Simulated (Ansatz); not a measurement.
## AlN: the volume at rest

AlN in the wurtzite structure, starting from this typed cell of 10.63 Å³ an atom.

```xyz
4
Lattice="1.5645 -2.7098 0.0000 1.5645 2.7098 0.0000 0.0000 0.0000 5.0170" Properties=species:S:1:pos:R:3 pbc="T T T"
Al    1.5645    0.9033    0.0000
Al    1.5645   -0.9033    2.5085
N     1.5645    0.9033    1.9165
N     1.5645   -0.9033    4.4250
```

DFT in Ansatz; k mesh 6×6×4; fixed occupations; no spin. Cell and atoms are relaxed to zero stress with the symmetry kept and no dispersion correction.

Caveats: coarse k mesh.

What volume results under PBE, LDA, PBEsol, and how much do the potentials matter?


```json
{"functional": "PBE", "potentials": "all-electron PAW datasets (no frozen core)", "cutoff (eV)": "480", "volume (Å³/atom)": "10.64", "change (%)": "0.1"}
{"functional": "PBE", "potentials": "Ansatz generated PAW", "cutoff (eV)": "420", "volume (Å³/atom)": "10.64", "change (%)": "0.1"}
{"functional": "PBE", "potentials": "Ansatz hand-made PAW", "cutoff (eV)": "900", "volume (Å³/atom)": "10.64", "change (%)": "0.0"}
{"functional": "PBE", "potentials": "JTH PAW", "cutoff (eV)": "1320", "volume (Å³/atom)": "10.67", "change (%)": "0.3"}
{"functional": "PBE", "potentials": "PseudoDojo norm-conserving", "cutoff (eV)": "1143", "volume (Å³/atom)": "10.63", "change (%)": "-0.1"}
{"functional": "PBE", "potentials": "Ansatz norm-conserving", "cutoff (eV)": "1240", "volume (Å³/atom)": "10.64", "change (%)": "0.1"}
{"functional": "LDA", "potentials": "Ansatz hand-made PAW", "cutoff (eV)": "900", "volume (Å³/atom)": "10.21", "change (%)": "-4.0"}
{"functional": "LDA", "potentials": "PseudoDojo norm-conserving", "cutoff (eV)": "1143", "volume (Å³/atom)": "10.15", "change (%)": "-4.6"}
{"functional": "PBEsol", "potentials": "Ansatz hand-made PAW", "cutoff (eV)": "900", "volume (Å³/atom)": "10.46", "change (%)": "-1.7"}
{"functional": "PBEsol", "potentials": "PseudoDojo norm-conserving", "cutoff (eV)": "1143", "volume (Å³/atom)": "10.46", "change (%)": "-1.7"}
```

From smallest to largest: LDA, PBEsol, PBE.
